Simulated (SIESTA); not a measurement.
Se:

```
Se
1.0
     4.36620    0.00000    0.00000
    -2.18310    3.78124    0.00000
     0.00000    0.00000    4.95360
Se
3
Cartesian
  1.6910 2.9289 0.0000
  -0.4921 0.8523 3.3024
  0.9841 0.0000 1.6512
```

Base run:

- Program: SIESTA 5.4.2
- Functional: PBE
- Potentials or basis: SG15 1.2 (PBE files) or PseudoDojo by element
- Basis: DZP (energy shift 0.003 Ry; two zetas on semicore shells)
- Grid cutoff: 500 Ry
- Energy shift: 0.003 Ry
- k mesh: 7 × 7 × 6
- Occupations: fermi-dirac, width 0.05 eV
- Spin: no spin polarisation

Its results: band gap on the k mesh 1.25 eV, indirect (least direct gap 1.50 eV); pressure 3.8 GPa; largest force 0.790 eV/Å.

Q: The run is repeated on the same cell with these changes: potentials or basis from SG15 1.2 (PBE files) or PseudoDojo by element to PseudoDojo 0.4 standard (PBE files); basis from DZP (energy shift 0.003 Ry; two zetas on semicore shells) to TZDP (energy shift 0.003 Ry; two zetas on semicore shells); valence electrons from 18 to 48. What comes out?

A: Band gap on the k mesh 1.15 eV, indirect (least direct gap 1.41 eV); pressure 6.3 GPa; largest force 1.333 eV/Å.

Caveats: the mesh misses the band edges, which the band path finds closer together; the basis of atomic orbitals isn't converged, which shifts pressures, moduli and gaps; forces of over 1 eV/Å show positions far from the minimum, so gaps and moduli don't describe the material at rest (some runs).
